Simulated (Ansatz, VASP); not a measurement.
## GaP in VASP and in Ansatz

The input INCAR:

```
PREC     = Accurate       # precision mode
ENCUT    = 520            # plane-wave cutoff, eV
EDIFF    = 1E-6           # SCF threshold, eV
ISMEAR   = -1             # smearing method
SIGMA    = 0.03           # smearing width, eV
LREAL    = F              # projectors in reciprocal space
LASPH    = T              # aspherical terms in the spheres
NELM     = 60             # most SCF steps
ALGO     = Normal         # electronic algorithm
ISIF     = 2              # what is computed and relaxed
LWAVE    = F              # write WAVECAR
LCHARG   = T              # write CHGCAR
GGA      = PE             # functional
LELF     = T              # ELF
LVHAR    = T            
NBANDS   = 16             # bands
```

File KPOINTS:

```
Automatic mesh
0
Gamma
  5 5 5
```

POSCAR

```
GaP
1.0
    3.4566600000      0.0000000000      0.0000000000
    0.0000000000      3.4566600000      0.0000000000
    0.0000000000      0.0000000000      2.8025600000
Ga P
1 1
Direct
    0.0000000000      0.0000000000      0.0000000000
    0.5000000000      0.5000000000      0.5000000000
```

File input.yaml:

```yaml
crystal:
  lattice:
    - [3.45666, 0.0, 0.0]
    - [0.0, 3.45666, 0.0]
    - [0.0, 0.0, 2.80256]
  atoms:
    - { symbol: Ga, position: [0.0, 0.0, 0.0] }
    - { symbol: P, position: [0.5, 0.5, 0.5] }
kpoints:
  mp_grid: { grid: [5, 5, 5] }
scf:
  occupations: { method: fermi_dirac, width: 0.03 }
hamiltonian:
  xc: pbe
  pseudopotentials: { kind: all_electron, lapw: { basis_error: 0.002 } }
output:
  forces: true
  stress: true
  eigenvalues: true
```

The cell was built by a generator and needn't be a form met in nature.

Alike in both runs: task single point; functional PBE; k mesh 5 × 5 × 5; occupations fermi-dirac, width 0.03 eV; no spin polarisation.

```csv
,VASP,Ansatz
version,VASP 6.6.1,Ansatz 0.2.0
potentials or method,"VASP PAW PBE potentials, release 64 (Ga_d, P)","all-electron LAPW, scalar-relativistic"
plane-wave cutoff (eV),520,see its input
```

|  | VASP | Ansatz | Ansatz less VASP |
| --- | --- | --- | --- |
| gap on the k mesh at the Fermi level (eV) | none | none | - |
| pressure (GPa) | 0.8 | 0.8 | -0.03 |
| largest component of the traceless stress (GPa) | 13.58 | 13.56 | -0.021 |

A gap of «none» marks a metal or a gap that the smearing closes. Ansatz ran all-electron here, so the differences hold the error of VASP's frozen core and of both bases.

Caveats: the k mesh is coarse (spacing up to 0.45 Å⁻¹), so the values aren't converged; the k mesh is thin for a metal, which can move the energy by tens of meV per atom (Ansatz).
